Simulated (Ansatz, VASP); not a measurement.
**Two plane-wave programs on Li2S**

```xyz
3
Lattice="0.0000 2.8445 2.8445 2.8445 0.0000 2.8445 2.8445 2.8445 0.0000" Properties=species:S:1:pos:R:3 pbc="T T T"
Li    1.4223    1.4223    1.4223
Li    4.2668    4.2668    4.2668
S     0.0000    0.0000    0.0000
```

Alike in both runs: task single point; functional PBEsol; k mesh 6 × 6 × 6; occupations gaussian, width 0.1 eV; no spin polarisation.

```csv
,VASP,Ansatz
version,VASP 6.6.1,Ansatz 0.2.0
potentials or method,"VASP PAW PBE potentials, release 64 (Li_sv, S)","scalar-relativistic, plane waves, PAW"
plane-wave cutoff (eV),520,420
valence electrons in the cell,12,12
```

VASP gave:

| Item | Value |
| --- | --- |
| gap on the k mesh at the Fermi level (eV) | 3.22 |
| least direct gap on the mesh (eV) | 4.13 |

**Question.** What did Ansatz give for the same quantities?

**Answer.** gap on the k mesh at the Fermi level (eV): 3.22; least direct gap on the mesh (eV): 4.12.

 A k mesh can miss the band edges.
